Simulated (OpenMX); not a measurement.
## AlNi in OpenMX: convergence with criterion

The system is AlNi.

```
CELL_PARAMETERS angstrom
2.88100 0.00000 0.00000
0.00000 2.88100 0.00000
0.00000 0.00000 2.88100
ATOMIC_POSITIONS crystal
Ni 0.50075 0.49821 0.51170
Al 0.99871 0.01095 0.00315
```

The cell isn't the ideal one: atoms moved at random, drawn with an rms of 0.05 Å.

```yaml
Program: OpenMX 3.8.5
Task: convergence study
Functional: PBE
Potentials_or_basis: OpenMX 2013 PBE set, Ni6.0H-s2p2d1, Al7.0-s2p1d1, grid cutoff 500 Ry
k_mesh: 7 × 7 × 7
Occupations: fermi-dirac, width 0.05 eV
Spin: collinear spin, ferromagnetic start
Starting_moments: "[1.0, 0.0] μB"
```

These are the settings of the first run; the series varies criterion, with any setting tied to it.

Hardware: 1 thread of Arm Neoverse V2, on a shared host.

| criterion | energy less the tightest run, at zero smearing (meV/atom) | SCF cycles | CPU time (s) | peak memory (GiB) |
| --- | --- | --- | --- | --- |
| 1.0e-3 | 1.19 | 20 | 75 | 0.92 |
| 1.0e-4 | 0.00 | 22 | 79 | 0.92 |
| 1.0e-5 | 0.00 | 23 | 82 | 0.92 |
| 1.0e-6 | 0.00 | 23 | 82 | 0.92 |
| 1.0e-7 | 0.00 | 24 | 84 | 0.92 |
| 1.0e-8 | 0.00 | 28 | 95 | 0.92 |
| 1.0e-9 | 0.00 | 29 | 96 | 0.92 |
| 1.0e-10 | 0.00 | 31 | 100 | 0.92 |

Against the tightest run, the energy stays within 1 meV/atom from 1.0e-4 on. The tightest run that finished is the yardstick and may itself not be fully converged.
